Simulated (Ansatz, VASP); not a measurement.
## Sb: VASP beside Ansatz

INCAR

```
SYSTEM = Sb
PREC     = Accurate       ! precision mode
ENCUT    = 520            ! plane-wave cutoff, eV
EDIFF    = 1E-6           ! SCF threshold, eV
ISMEAR   = -1             ! smearing method
SIGMA    = 0.05           ! smearing width, eV
LREAL    = .FALSE.        ! projectors in reciprocal space
LASPH    = .TRUE.         ! aspherical terms in the spheres
NELM     = 60             ! most SCF steps
ALGO     = Normal         ! electronic algorithm
ISIF     = 2              ! what is computed and relaxed
LWAVE    = .FALSE.        ! write WAVECAR
LCHARG   = .FALSE.        ! write CHGCAR
GGA      = PE             ! functional
NBANDS   = 8              ! bands
```

KPOINTS

```
Automatic mesh
0
G
  13 13 12
  0 0 0
```

Contents of POSCAR:

```
Sb
1.0
    3.0514187911      0.0000000000      0.0000000000
   -1.5257093956      2.6426061907      0.0000000000
    0.0000000000      0.0000000000      2.8928287790
Sb
1
Direct
    0.0000000000      0.0000000000      0.0000000000
```

Input for Ansatz:

```yaml
crystal:
  lattice:
    - [3.0514187911, 0.0, 0.0]
    - [-1.5257093956, 2.6426061907, 0.0]
    - [0.0, 0.0, 2.892828779]
  atoms:
    - { symbol: Sb, position: [0.0, 0.0, 0.0] }
kpoints:
  mp_grid: { grid: [13, 13, 12] }
scf:
  occupations: { method: fermi_dirac, width: 0.05 }
hamiltonian:
  xc: pbe
  pseudopotentials: { kind: all_electron, lapw: { basis_error: 0.001 } }
output:
  forces: true
  stress: true
  eigenvalues: true
  populations: true
```

Change from the starting cell: volume scaled by 0.8, LAPW.

Alike in both runs: task single point; functional PBE; k mesh 13 × 13 × 12; occupations fermi-dirac, width 0.05 eV; no spin polarisation.

|  | VASP | Ansatz |
| --- | --- | --- |
| version | VASP 6.6.1 | Ansatz 0.2.0 |
| potentials or method | VASP PAW PBE potentials, release 64 (Sb) | all-electron LAPW, scalar-relativistic |
| plane-wave cutoff (eV) | 520 | see its input |

|  | VASP | Ansatz | Ansatz less VASP |
| --- | --- | --- | --- |
| pressure (GPa) | 21.1 | 20.9 | -0.17 |

Ansatz ran all-electron here, so the differences hold the error of VASP's frozen core and of both bases.

Caveats: so large a pressure means that the cell lies far from this level's equilibrium, or that cutoff or potentials fall short (VASP). Spin-orbit coupling is left out, which matters for the levels of Sb.
